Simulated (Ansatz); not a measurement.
## MoP: strain energy, fitted

MoP, P-6m2, a = 3.241 Å, c = 3.195 Å. The structure is a COD entry; whether it is the stable form wasn't checked. Ansatz: PBE, PAW, 420 eV, Γ-centred 18×18×16 mesh on 2 atoms, Gaussian smearing 0.10 eV; no spin polarisation. Series: biaxial strain in the a-b plane, c and atoms relaxed; x is the strain in per cent. y is the free energy over the unstrained cell, V0 = 14.534 Å³/atom.

| x (%) | y (meV/atom) |
| --- | --- |
| -6.0 | 131.43 |
| -4.0 | 57.12 |
| -2.0 | 13.59 |
| 0.0 | 0.00 |
| 2.0 | 12.83 |
| 4.0 | 48.70 |
| 6.0 | ? |

**Question.** Fit y = c2 x² + c3 x³ to the other rows, turn c2 into a modulus, and predict the missing energy.

**Answer.** Least squares on the rows shown. y = 3.2937 x² − 0.060428 x³. In eV per unit strain² c2 is 32.94; M is the biaxial modulus (E = M V0 ε²): 32.94 × 160.2 / (14.534) = 363 GPa. At x = 6.0 the fit asked for gives 105.52 meV/atom. The run gave 103.69 meV/atom, so the fit is 1.83 meV/atom too high, 1.4 % of the span of the series, against an rms of 0.28 meV/atom on the fitted rows. The row lies outside the fitted range. With a term in x⁴ added, a fit to the same known rows predicts 103.31 meV/atom, so most of the miss is curvature that the known rows already hold.